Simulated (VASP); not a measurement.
# Cs (Im-3m) in VASP: a series of runs, part 5 of 7

VASP 6.6.1. Earlier steps stand in the parts before.

## 67. Equation of state, PBE, 126.15 Å³/atom

The input, INCAR:

```
ADDGRID  = False        
ALGO     = Normal         # electronic algorithm
EDIFF    = 1E-6           # SCF threshold, eV
ENCUT    = 700            # plane-wave cutoff, eV
GGA      = PE             # functional
ISIF     = 2              # what is computed and relaxed
ISMEAR   = 0              # smearing method
LASPH    = True           # aspherical terms in the spheres
LCHARG   = False          # write CHGCAR
LREAL    = False          # projectors in reciprocal space
LWAVE    = False          # write WAVECAR
NELM     = 100            # most SCF steps
PREC     = Accurate       # precision mode
SIGMA    = 0.15           # smearing width, eV
```

The input, KPOINTS:

```
k-points
0
Gamma
  5 5 5
```

The input, POSCAR:

```
Cs
1.0
   -3.1594419776      3.1594419776      3.1594419776
    3.1594419776     -3.1594419776      3.1594419776
    3.1594419776      3.1594419776     -3.1594419776
Cs
1
Direct
    0.0000000000      0.0000000000      0.0000000000
```

Started as:

```sh
$ cat potpaw_PBE.64/Cs_sv/POTCAR > POTCAR
$ mpirun -np 1 vasp_std > vasp.out
```

Wall time 11 s (1 thread of Intel Xeon Platinum 8375C at 2.90GHz (Ice Lake), shared host); peak memory 0.3 GiB.

These settings aren't checked as converged: the numbers below hold their error.

What came out:

```
Free energy            : -0.8604 eV
Pressure               : -0.1 GPa
Band gap on the k mesh : none (metal or under the smearing width)
```

## 68. Equation of state, PBE, 118.80 Å³/atom

Changes to INCAR since step 67:

```diff
@@ -3,3 +3,3 @@
 EDIFF    = 1E-6           # SCF threshold, eV
-ENCUT    = 700            # plane-wave cutoff, eV
+ENCUT    = 550            # plane-wave cutoff, eV
 GGA      = PE             # functional
```

The input, KPOINTS:

```
k-points
0
Gamma
  6 6 6
```

The input, POSCAR:

```
Cs
1.0
   -3.0968622435      3.0968622435      3.0968622435
    3.0968622435     -3.0968622435      3.0968622435
    3.0968622435      3.0968622435     -3.0968622435
Cs
1
Direct
    0.0000000000      0.0000000000      0.0000000000
```

Started as:

```sh
$ cat potpaw_PBE.64/Cs_sv/POTCAR > POTCAR
$ mpirun -np 1 vasp_std > vasp.out
```

It took 14 s on 1 thread of Intel Xeon Platinum 8375C at 2.90GHz (Ice Lake), shared host; peak memory 0.23 GiB.

The run converged, but some of its settings lie outside the range that counts as converged, so its numbers aren't taken as properties of the crystal.

Results:

```yaml
Free_energy: -0.8510 eV
Pressure: 0.0 GPa
Band_gap_on_the_k_mesh: none (metal or under the smearing width)
```

## 69. Equation of state, PBE, 126.15 Å³/atom

INCAR is that of step 68.

KPOINTS is that of step 68.

The input, POSCAR:

```
Cs
1.0
   -3.1594419776      3.1594419776      3.1594419776
    3.1594419776     -3.1594419776      3.1594419776
    3.1594419776      3.1594419776     -3.1594419776
Cs
1
Direct
    0.0000000000      0.0000000000      0.0000000000
```

Potentials or basis: VASP PAW PBE potentials, release 64 (Cs_sv).

Started as:

```sh
$ cat potpaw_PBE.64/Cs_sv/POTCAR > POTCAR
$ mpirun -np 1 vasp_std > vasp.out
```

It took 12 s on 1 thread of Intel Xeon Platinum 8375C at 2.90GHz (Ice Lake), shared host; peak memory 0.24 GiB.

These settings aren't checked as converged: the numbers below hold their error.

Results:

| Item | Value |
| --- | --- |
| Free energy | -0.8476 eV |
| Pressure | -0.1 GPa |
| Band gap on the k mesh | none (metal or under the smearing width) |

## 70. Equation of state, PBE, 118.80 Å³/atom

Changes to INCAR since step 69:

```diff
@@ -3,3 +3,3 @@
 EDIFF    = 1E-6           # SCF threshold, eV
-ENCUT    = 550            # plane-wave cutoff, eV
+ENCUT    = 250            # plane-wave cutoff, eV
 GGA      = PE             # functional
```

The input, KPOINTS:

```
k-points
0
Gamma
  9 9 9
```

The input, POSCAR:

```
Cs
1.0
   -3.0968622435      3.0968622435      3.0968622435
    3.0968622435     -3.0968622435      3.0968622435
    3.0968622435      3.0968622435     -3.0968622435
Cs
1
Direct
    0.0000000000      0.0000000000      0.0000000000
```

Started as:

```sh
$ cat potpaw_PBE.64/Cs_sv/POTCAR > POTCAR
$ mpirun -np 1 vasp_std > vasp.out
```

It took 6.6 s on 1 thread of Intel Xeon Platinum 8375C at 2.90GHz (Ice Lake), shared host; peak memory 0.15 GiB.

These settings aren't checked as converged: the numbers below hold their error.

What came out:

| Quantity | Value |
| --- | --- |
| Free energy | -0.8594 eV |
| Band gap on the k mesh | none (metal or under the smearing width) |

Caveat: the cutoff is under 1.25 times the usual one of these potentials, so pressure, stress and relaxed cells hold a basis-set (Pulay) error.

## 71. Equation of state, PBE, 126.15 Å³/atom

INCAR is that of step 70.

KPOINTS is that of step 70.

The input, POSCAR:

```
Cs
1.0
   -3.1594419776      3.1594419776      3.1594419776
    3.1594419776     -3.1594419776      3.1594419776
    3.1594419776      3.1594419776     -3.1594419776
Cs
1
Direct
    0.0000000000      0.0000000000      0.0000000000
```

Started as:

```sh
$ cat potpaw_PBE.64/Cs_sv/POTCAR > POTCAR
$ mpirun -np 1 vasp_std > vasp.out
```

It took 6.3 s on 1 thread of Intel Xeon Platinum 8375C at 2.90GHz (Ice Lake), shared host; peak memory 0.15 GiB.

These settings aren't checked as converged: the numbers below hold their error.

What came out:

* Free energy: -0.8555 eV
* Band gap on the k mesh: none (metal or under the smearing width)

Caveat: the cutoff is under 1.25 times the usual one of these potentials, so pressure, stress and relaxed cells hold a basis-set (Pulay) error.

## 72. Equation of state, PBE, 118.80 Å³/atom

Changes to INCAR since step 71:

```diff
@@ -3,3 +3,3 @@
 EDIFF    = 1E-6           # SCF threshold, eV
-ENCUT    = 250            # plane-wave cutoff, eV
+ENCUT    = 350            # plane-wave cutoff, eV
 GGA      = PE             # functional
```

The input, KPOINTS:

```
k-points
0
Gamma
  8 8 8
```

The input, POSCAR:

```
Cs
1.0
   -3.0968622435      3.0968622435      3.0968622435
    3.0968622435     -3.0968622435      3.0968622435
    3.0968622435      3.0968622435     -3.0968622435
Cs
1
Direct
    0.0000000000      0.0000000000      0.0000000000
```

Potentials or basis: VASP PAW PBE potentials, release 64 (Cs_sv).

Started as:

```sh
$ cat potpaw_PBE.64/Cs_sv/POTCAR > POTCAR
$ mpirun -np 1 vasp_std > vasp.out
```

Run time: 8.6 s. Hardware: 1 thread of Intel Xeon Platinum 8375C at 2.90GHz (Ice Lake), shared host; peak memory 0.2 GiB.

The run converged, but some of its settings lie outside the range that counts as converged, so its numbers aren't taken as properties of the crystal.

What came out:

| Property | Result |
| --- | --- |
| Free energy | -0.8550 eV |
| Pressure | 0.0 GPa |
| Band gap on the k mesh | none (metal or under the smearing width) |

## 73. Equation of state, PBE, 126.15 Å³/atom

INCAR is that of step 72.

KPOINTS is that of step 72.

The input, POSCAR:

```
Cs
1.0
   -3.1594419776      3.1594419776      3.1594419776
    3.1594419776     -3.1594419776      3.1594419776
    3.1594419776      3.1594419776     -3.1594419776
Cs
1
Direct
    0.0000000000      0.0000000000      0.0000000000
```

Started as:

```sh
$ cat potpaw_PBE.64/Cs_sv/POTCAR > POTCAR
$ mpirun -np 1 vasp_std > vasp.out
```

It took 9.4 s on 1 thread of Intel Xeon Platinum 8375C at 2.90GHz (Ice Lake), shared host; peak memory 0.2 GiB.

The run converged, but some of its settings lie outside the range that counts as converged, so its numbers aren't taken as properties of the crystal.

What came out:

| Item | Value |
| --- | --- |
| Free energy | -0.8513 eV |
| Pressure | -0.1 GPa |
| Band gap on the k mesh | none (metal or under the smearing width) |

## 74. Equation of state, PBE, 118.80 Å³/atom

Changes to INCAR since step 73:

```diff
@@ -3,3 +3,3 @@
 EDIFF    = 1E-6           # SCF threshold, eV
-ENCUT    = 350            # plane-wave cutoff, eV
+ENCUT    = 700            # plane-wave cutoff, eV
 GGA      = PE             # functional
```

The input, KPOINTS:

```
k-points
0
Gamma
  6 6 6
```

The input, POSCAR:

```
Cs
1.0
   -3.0968622435      3.0968622435      3.0968622435
    3.0968622435     -3.0968622435      3.0968622435
    3.0968622435      3.0968622435     -3.0968622435
Cs
1
Direct
    0.0000000000      0.0000000000      0.0000000000
```

Started as:

```sh
$ cat potpaw_PBE.64/Cs_sv/POTCAR > POTCAR
$ mpirun -np 1 vasp_std > vasp.out
```

Run time: 15 s. Hardware: 1 thread of Intel Xeon Platinum 8375C at 2.90GHz (Ice Lake), shared host; peak memory 0.29 GiB.

The run converged, but some of its settings lie outside the range that counts as converged, so its numbers aren't taken as properties of the crystal.

What came out:

```yaml
Free_energy: -0.8511 eV
Pressure: 0.0 GPa
Band_gap_on_the_k_mesh: none (metal or under the smearing width)
```

## 75. Equation of state, PBE, 126.15 Å³/atom

INCAR is that of step 74.

KPOINTS is that of step 74.

The input, POSCAR:

```
Cs
1.0
   -3.1594419776      3.1594419776      3.1594419776
    3.1594419776     -3.1594419776      3.1594419776
    3.1594419776      3.1594419776     -3.1594419776
Cs
1
Direct
    0.0000000000      0.0000000000      0.0000000000
```

Potentials or basis: VASP PAW PBE potentials, release 64 (Cs_sv).

Started as:

```sh
$ cat potpaw_PBE.64/Cs_sv/POTCAR > POTCAR
$ mpirun -np 1 vasp_std > vasp.out
```

Wall time 15 s (1 thread of Intel Xeon Platinum 8375C at 2.90GHz (Ice Lake), shared host); peak memory 0.31 GiB.

These settings aren't checked as converged: the numbers below hold their error.

Results:

```yaml
Free_energy: -0.8476 eV
Pressure: -0.1 GPa
Band_gap_on_the_k_mesh: none (metal or under the smearing width)
```

## 76. Equation of state, PBE, 118.80 Å³/atom

Changes to INCAR since step 75:

```diff
@@ -3,3 +3,3 @@
 EDIFF    = 1E-6           # SCF threshold, eV
-ENCUT    = 700            # plane-wave cutoff, eV
+ENCUT    = 400            # plane-wave cutoff, eV
 GGA      = PE             # functional
```

The input, KPOINTS:

```
k-points
0
Gamma
  8 8 8
```

The input, POSCAR:

```
Cs
1.0
   -3.0968622435      3.0968622435      3.0968622435
    3.0968622435     -3.0968622435      3.0968622435
    3.0968622435      3.0968622435     -3.0968622435
Cs
1
Direct
    0.0000000000      0.0000000000      0.0000000000
```

Started as:

```sh
$ cat potpaw_PBE.64/Cs_sv/POTCAR > POTCAR
$ mpirun -np 1 vasp_std > vasp.out
```

Wall time 10 s (1 thread of Intel Xeon Platinum 8375C at 2.90GHz (Ice Lake), shared host); peak memory 0.2 GiB.

The run converged, but some of its settings lie outside the range that counts as converged, so its numbers aren't taken as properties of the crystal.

What came out:

| Quantity | Value |
| --- | --- |
| Free energy | -0.8552 eV |
| Pressure | 0.0 GPa |
| Band gap on the k mesh | none (metal or under the smearing width) |

## 77. Equation of state, PBE, 126.15 Å³/atom

INCAR is that of step 76.

KPOINTS is that of step 76.

The input, POSCAR:

```
Cs
1.0
   -3.1594419776      3.1594419776      3.1594419776
    3.1594419776     -3.1594419776      3.1594419776
    3.1594419776      3.1594419776     -3.1594419776
Cs
1
Direct
    0.0000000000      0.0000000000      0.0000000000
```

Started as:

```sh
$ cat potpaw_PBE.64/Cs_sv/POTCAR > POTCAR
$ mpirun -np 1 vasp_std > vasp.out
```

Wall time 10 s (1 thread of Intel Xeon Platinum 8375C at 2.90GHz (Ice Lake), shared host); peak memory 0.2 GiB.

These settings aren't checked as converged: the numbers below hold their error.

Results:

* Free energy: -0.8515 eV
* Pressure: -0.1 GPa
* Band gap on the k mesh: none (metal or under the smearing width)

## 78. Equation of state, PBE, 118.80 Å³/atom

Changes to INCAR since step 77:

```diff
@@ -3,3 +3,3 @@
 EDIFF    = 1E-6           # SCF threshold, eV
-ENCUT    = 400            # plane-wave cutoff, eV
+ENCUT    = 350            # plane-wave cutoff, eV
 GGA      = PE             # functional
```

The input, KPOINTS:

```
k-points
0
Gamma
  9 9 9
```

The input, POSCAR:

```
Cs
1.0
   -3.0968622435      3.0968622435      3.0968622435
    3.0968622435     -3.0968622435      3.0968622435
    3.0968622435      3.0968622435     -3.0968622435
Cs
1
Direct
    0.0000000000      0.0000000000      0.0000000000
```

Potentials or basis: VASP PAW PBE potentials, release 64 (Cs_sv).

Started as:

```sh
$ cat potpaw_PBE.64/Cs_sv/POTCAR > POTCAR
$ mpirun -np 1 vasp_std > vasp.out
```

Run time: 12 s. Hardware: 1 thread of Intel Xeon Platinum 8375C at 2.90GHz (Ice Lake), shared host; peak memory 0.2 GiB.

These settings aren't checked as converged: the numbers below hold their error.

Results:

- Free energy: -0.8586 eV
- Pressure: -0.1 GPa
- Band gap on the k mesh: none (metal or under the smearing width)

## 79. Equation of state, PBE, 126.15 Å³/atom

INCAR is that of step 78.

KPOINTS is that of step 78.

The input, POSCAR:

```
Cs
1.0
   -3.1594419776      3.1594419776      3.1594419776
    3.1594419776     -3.1594419776      3.1594419776
    3.1594419776      3.1594419776     -3.1594419776
Cs
1
Direct
    0.0000000000      0.0000000000      0.0000000000
```

Started as:

```sh
$ cat potpaw_PBE.64/Cs_sv/POTCAR > POTCAR
$ mpirun -np 1 vasp_std > vasp.out
```

Run time: 11 s. Hardware: 1 thread of Intel Xeon Platinum 8375C at 2.90GHz (Ice Lake), shared host; peak memory 0.2 GiB.

These settings aren't checked as converged: the numbers below hold their error.

What came out:

```yaml
Free_energy: -0.8547 eV
Pressure: -0.2 GPa
Band_gap_on_the_k_mesh: none (metal or under the smearing width)
```

## 80. Equation of state, PBE, 118.80 Å³/atom

Changes to INCAR since step 79:

```diff
@@ -3,3 +3,3 @@
 EDIFF    = 1E-6           # SCF threshold, eV
-ENCUT    = 350            # plane-wave cutoff, eV
+ENCUT    = 450            # plane-wave cutoff, eV
 GGA      = PE             # functional
```

The input, KPOINTS:

```
k-points
0
Gamma
  8 8 8
```

The input, POSCAR:

```
Cs
1.0
   -3.0968622435      3.0968622435      3.0968622435
    3.0968622435     -3.0968622435      3.0968622435
    3.0968622435      3.0968622435     -3.0968622435
Cs
1
Direct
    0.0000000000      0.0000000000      0.0000000000
```

Started as:

```sh
$ cat potpaw_PBE.64/Cs_sv/POTCAR > POTCAR
$ mpirun -np 1 vasp_std > vasp.out
```

Wall time 14 s (1 thread of Intel Xeon Platinum 8375C at 2.90GHz (Ice Lake), shared host); peak memory 0.23 GiB.

The run converged, but some of its settings lie outside the range that counts as converged, so its numbers aren't taken as properties of the crystal.

What came out:

```yaml
Free_energy: -0.8553 eV
Pressure: 0.0 GPa
Band_gap_on_the_k_mesh: none (metal or under the smearing width)
```

## 81. Equation of state, PBE, 126.15 Å³/atom

INCAR is that of step 80.

KPOINTS is that of step 80.

The input, POSCAR:

```
Cs
1.0
   -3.1594419776      3.1594419776      3.1594419776
    3.1594419776     -3.1594419776      3.1594419776
    3.1594419776      3.1594419776     -3.1594419776
Cs
1
Direct
    0.0000000000      0.0000000000      0.0000000000
```

Potentials or basis: VASP PAW PBE potentials, release 64 (Cs_sv).

Started as:

```sh
$ cat potpaw_PBE.64/Cs_sv/POTCAR > POTCAR
$ mpirun -np 1 vasp_std > vasp.out
```

It took 14 s on 1 thread of Intel Xeon Platinum 8375C at 2.90GHz (Ice Lake), shared host; peak memory 0.23 GiB.

The run converged, but some of its settings lie outside the range that counts as converged, so its numbers aren't taken as properties of the crystal.

Results:

- Free energy: -0.8516 eV
- Pressure: -0.1 GPa
- Band gap on the k mesh: none (metal or under the smearing width)

## 82. Equation of state, PBE, 118.80 Å³/atom

Changes to INCAR since step 81:

```diff
@@ -3,3 +3,3 @@
 EDIFF    = 1E-6           # SCF threshold, eV
-ENCUT    = 450            # plane-wave cutoff, eV
+ENCUT    = 400            # plane-wave cutoff, eV
 GGA      = PE             # functional
```

The input, KPOINTS:

```
k-points
0
Gamma
  9 9 9
```

The input, POSCAR:

```
Cs
1.0
   -3.0968622435      3.0968622435      3.0968622435
    3.0968622435     -3.0968622435      3.0968622435
    3.0968622435      3.0968622435     -3.0968622435
Cs
1
Direct
    0.0000000000      0.0000000000      0.0000000000
```

Started as:

```sh
$ cat potpaw_PBE.64/Cs_sv/POTCAR > POTCAR
$ mpirun -np 1 vasp_std > vasp.out
```

Run time: 12 s. Hardware: 1 thread of Intel Xeon Platinum 8375C at 2.90GHz (Ice Lake), shared host; peak memory 0.2 GiB.

The run converged, but some of its settings lie outside the range that counts as converged, so its numbers aren't taken as properties of the crystal.

What came out:

* Free energy: -0.8588 eV
* Pressure: 0.0 GPa
* Band gap on the k mesh: none (metal or under the smearing width)

## 83. Equation of state, PBE, 126.15 Å³/atom

INCAR is that of step 82.

KPOINTS is that of step 82.

The input, POSCAR:

```
Cs
1.0
   -3.1594419776      3.1594419776      3.1594419776
    3.1594419776     -3.1594419776      3.1594419776
    3.1594419776      3.1594419776     -3.1594419776
Cs
1
Direct
    0.0000000000      0.0000000000      0.0000000000
```

Started as:

```sh
$ cat potpaw_PBE.64/Cs_sv/POTCAR > POTCAR
$ mpirun -np 1 vasp_std > vasp.out
```

It took 12 s on 1 thread of Intel Xeon Platinum 8375C at 2.90GHz (Ice Lake), shared host; peak memory 0.2 GiB.

These settings aren't checked as converged: the numbers below hold their error.

What came out:

```yaml
Free_energy: -0.8549 eV
Pressure: -0.1 GPa
Band_gap_on_the_k_mesh: none (metal or under the smearing width)
```

## 84. Equation of state, PBE, 118.80 Å³/atom

Changes to INCAR since step 83:

```diff
@@ -3,3 +3,3 @@
 EDIFF    = 1E-6           # SCF threshold, eV
-ENCUT    = 400            # plane-wave cutoff, eV
+ENCUT    = 900            # plane-wave cutoff, eV
 GGA      = PE             # functional
```

The input, KPOINTS:

```
k-points
0
Gamma
  6 6 6
```

The input, POSCAR:

```
Cs
1.0
   -3.0968622435      3.0968622435      3.0968622435
    3.0968622435     -3.0968622435      3.0968622435
    3.0968622435      3.0968622435     -3.0968622435
Cs
1
Direct
    0.0000000000      0.0000000000      0.0000000000
```

Potentials or basis: VASP PAW PBE potentials, release 64 (Cs_sv).

Started as:

```sh
$ cat potpaw_PBE.64/Cs_sv/POTCAR > POTCAR
$ mpirun -np 1 vasp_std > vasp.out
```

It took 26 s on 1 thread of Intel Xeon Platinum 8375C at 2.90GHz (Ice Lake), shared host; peak memory 0.35 GiB.

The run converged, but some of its settings lie outside the range that counts as converged, so its numbers aren't taken as properties of the crystal.

What came out:

* Free energy: -0.8508 eV
* Pressure: 0.0 GPa
* Band gap on the k mesh: none (metal or under the smearing width)

## 85. Equation of state, PBE, 126.15 Å³/atom

INCAR is that of step 84.

KPOINTS is that of step 84.

The input, POSCAR:

```
Cs
1.0
   -3.1594419776      3.1594419776      3.1594419776
    3.1594419776     -3.1594419776      3.1594419776
    3.1594419776      3.1594419776     -3.1594419776
Cs
1
Direct
    0.0000000000      0.0000000000      0.0000000000
```

Started as:

```sh
$ cat potpaw_PBE.64/Cs_sv/POTCAR > POTCAR
$ mpirun -np 1 vasp_std > vasp.out
```

Run time: 26 s. Hardware: 1 thread of Intel Xeon Platinum 8375C at 2.90GHz (Ice Lake), shared host; peak memory 0.38 GiB.

The run converged, but some of its settings lie outside the range that counts as converged, so its numbers aren't taken as properties of the crystal.

What came out:

```
Free energy            : -0.8474 eV
Pressure               : -0.1 GPa
Band gap on the k mesh : none (metal or under the smearing width)
```

(Part 5 of 7 ends here.)
